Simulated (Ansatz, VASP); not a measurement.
# Two plane-wave programs on H

INCAR

```
PREC = Accurate
ENCUT = 900
EDIFF = 1E-7
ISMEAR = -1
SIGMA = 0.05
LREAL = F
LASPH = T
NELM = 80
ALGO = Fast
ISIF = 3
LWAVE = F
LCHARG = F
GGA = PE
IBRION = 2
NSW = 60
EDIFFG = -0.005
```

KPOINTS

```
regular mesh
0
Gamma
  10 10 26
```

File POSCAR:

```
H
1.0
    2.6496387389      0.0000000000      0.0000000000
    0.0000000000      2.6496387389      0.0000000000
    0.0000000000      0.0000000000      0.9804929200
H
1
Direct
    0.0000000000      0.0000000000      0.5000000000
```

input.yaml

```yaml
crystal:
  lattice:
    - [2.6496387389, 0.0, 0.0]
    - [0.0, 2.6496387389, 0.0]
    - [0.0, 0.0, 0.98049292]
  atoms:
    - { symbol: H, position: [0.0, 0.0, 0.5] }
hamiltonian:
  xc: pbe
  pseudopotentials: { kind: paw }
kpoints:
  mp_grid: { grid: [10, 10, 26] }
scf:
  occupations: { method: fermi_dirac, width: 0.05 }
output:
  forces: true
  stress: true
  eigenvalues: true
  write_density: true
  write_potential: true
  elf: true
  volumetric_format: npy
relax:
  f_tol: 0.01
  max_steps: 40
  cell: { stress_tol: 0.05 }
```

Alike in both runs: task relaxation of cell and atoms; functional PBE; k mesh 10 × 10 × 26; occupations fermi-dirac, width 0.05 eV; no spin polarisation.

|  | VASP | Ansatz |
| --- | --- | --- |
| version | VASP 6.6.1 | Ansatz 0.2.0 |
| potentials or method | VASP PAW PBE potentials, release 64 (H) | Ansatz PAW |
| plane-wave cutoff (eV) | 900 | 420 |
| valence electrons in the cell | 1 | 1 |

```tsv
	VASP	Ansatz	Ansatz less VASP
gap on the k mesh at the Fermi level, each at its own relaxed structure (eV)	none	none	-
relaxed volume (Å³/atom)	11.15	11.49	+0.341
relaxed cell length with the largest relative difference (Å)	3.363	3.413	+0.0503
energy change over the relaxation (meV/atom)	-19	-20	-0.5
```

A gap of «none» marks a metal or a gap that the smearing closes.

Caveats: the volume moved by over 15 % at a fixed basis, so the end points are rough; the plane-wave basis is chosen anew once the cell has moved, so the energies of steps on either side of that aren't comparable (Ansatz).
